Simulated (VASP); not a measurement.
The system is Os.

```
Os
1.0
     2.73410    0.00000    0.00000
    -1.36705    2.36780    0.00000
     0.00000    0.00000    4.31970
Os
2
Direct
  0.66667 0.33333 0.75000
  0.33333 0.66667 0.25000
```

* Program: VASP 6.6.1
* Task: relaxation of cell and atoms
* Functional: MS2
* Potentials or basis: VASP PAW PBE potentials, release 64 (Os)
* Cutoff: 600 eV
* k mesh: 11 × 11 × 6
* Occupations: fermi-dirac, width 0.05 eV
* Spin: no spin polarisation

At the start: pressure -5.2 GPa; volume 13.98 Å³/atom.

How do energy, volume and symmetry change on relaxing?

Over 7 steps the energy falls by 2.8 meV/atom and the volume is 13.82 Å³/atom (-1.2 %); space group P6_3/mmc (No. 194, to 0.05 Å).

Step by step:
```tsv
step	energy change (eV)	largest force (eV/Å)	pressure (GPa)	volume (Å³)
1	0.0000	0.0000	-5.22	27.96
2	0.1178	0.0000	28.37	26.16
3	-0.0055	0.0000	-0.14	27.64
4	-0.0055	0.0000	-0.01	27.63
5	-0.0055	0.0000	0.09	27.63
6	-0.0055	0.0000	-0.36	27.65
7	-0.0055	0.0000	-0.06	27.64
```

Final structure:
```
Os
1.0
     2.72301    0.00000    0.00000
    -1.36150    2.35820    0.00000
     0.00000    0.00000    4.30388
Os
2
Direct
  0.66667 0.33333 0.75000
  0.33333 0.66667 0.25000
```

Caveat: the PAW data sets were made with another functional, which shifts forces and pressure a little.
